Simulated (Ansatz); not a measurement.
# B4HN4: the cost of one run

Method: DFT PBE+D3(BJ), scalar-relativistic, plane waves, PAW, in Ansatz 0.2.0.

2 further runs of the same task are left out: 2 set aside as unsound or not needed.

## Step 1: The system as given

Symmetry: P-6m2, No. 187, hexagonal system. The conventional cell has a = 2.510 Å, b = 2.510 Å, c = 6.690 Å, α = 90.00°, β = 90.00°, γ = 120.00°. B (site symmetry -6m2) has 3 N at 1.45 Å as nearest neighbours. Around N (site symmetry -6m2) lie 3 B at 1.45 Å.

Structure file:

```
B N
1.0
     2.51000    0.00000    0.00000
    -1.25500    2.17372    0.00000
     0.00000    0.00000    6.69000
B N
2 2
Direct
  0.00000 0.00000 0.50000
  0.33333 0.66667 0.00000
  0.00000 0.00000 0.00000
  0.66667 0.33333 0.50000
```

The structure comes from the Crystallography Open Database.

## Step 8: Setting up the map

Atoms count from 1 in the order of the input.

H is moved over the surface cell; relaxed at each place: the height of the adsorbate's atoms; substrate rigid; the origin of the map has the adsorbate above B1.

- position of H9 along the first surface vector, from above B1: 6 values from 0.000 to 0.833, periodic
- position of H9 along the second surface vector, from above B1: 6 values from 0.000 to 0.833, periodic

Relaxed at each point: the height of the adsorbate's atoms; substrate rigid. Points are written as (first, second).

The two vectors of the plane (Å): (2.509, 0.000, 0.000); (-1.254, 2.173, 0.000).

(The set-up runs are not shown.)

## Step 9: Point (0/6, 0/6) of the map's two axes

input.yaml reads:

```yaml
crystal:
  lattice:
    - [5.0175258509, 0.0, 0.0]
    - [-2.5087629254, 4.345304851, 0.0]
    - [0.0, 0.0, 15.5]
  atoms:
    - { symbol: B, position: [0.0, 0.0, 0.2580645161] }
    - { symbol: B, position: [0.0, 0.5, 0.2580645161] }
    - { symbol: B, position: [0.5, 0.0, 0.2580645161] }
    - { symbol: B, position: [0.5, 0.5, 0.2580645161] }
    - { symbol: "N", position: [0.3333333333, 0.1666666667, 0.2580645161] }
    - { symbol: "N", position: [0.3333333333, 0.6666666667, 0.2580645161] }
    - { symbol: "N", position: [0.8333333333, 0.1666666667, 0.2580645161] }
    - { symbol: "N", position: [0.8333333333, 0.6666666667, 0.2580645161] }
    - { symbol: H, position: [0.0, 0.0, 0.3329032258], spin: 1.0 }
basis:
  ecutwfc: 420
kpoints:
  mp_grid: { grid: [6, 6, 1] }
hamiltonian:
  xc: pbe
  dispersion: d3bj
scf:
  occupations: { method: gaussian, width: 0.05 }
output:
  forces: true
  eigenvalues: true
  populations: true
magnetization:
  spin_polarized: true
relax:
  adjacent_minimum: "off"
  f_tol: 0.025
  max_steps: 16
  constraints: [{ sites: [0, 1, 2, 3, 4, 5, 6, 7] }, { sites: [8], fix: xy }]
efield:
  axis: 3
  dipole_correction: true
  ramp_width: 0.04
```

The run is started by

```bash
> ansatz run input.yaml --threads 1 --pin off --max-ram 3072MiB --backend cpu --events-out ev --progress --plain --runs-dir out
```

**Question.** How long does this run take on 1 thread of Intel Xeon 6975P-C (Granite Rapids), shared host, and how much memory does it need?

About 1.8 min, with a peak of 0.6 GiB.
